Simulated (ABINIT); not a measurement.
Crystal: CdTe.

```
Te Cd
1.0
     0.00000    3.20500    3.20500
     3.20500    0.00000    3.20500
     3.20500    3.20500    0.00000
Te Cd
1 1
Direct
  0.75000 0.75000 0.75000
  0.00000 0.00000 0.00000
```

Base run:

* Program: ABINIT 10.8.3 (patched build)
* Functional: PBEsol
* Potentials or basis: JTH PAW PBE v2.0
* Cutoff: 463 eV
* k mesh: 7 × 7 × 7
* Occupations: fermi-dirac, width 0.05 eV
* Spin: no spin polarisation

Its results: band gap on the k mesh 0.76 eV, direct.

**Question.** After a change of settings the same cell gave: band gap on the k mesh 1.03 eV, direct. Which change was it?
A. functional from PBEsol to OLYP
B. functional from PBEsol to RPBE
C. k mesh from 7 × 7 × 7 to 4 × 4 × 4
D. functional from PBEsol to PBE; k mesh from 7 × 7 × 7 to 9 × 9 × 9

**Answer.** B.

Caveats: spin-orbit coupling is left out, which moves the levels of the heavy elements.
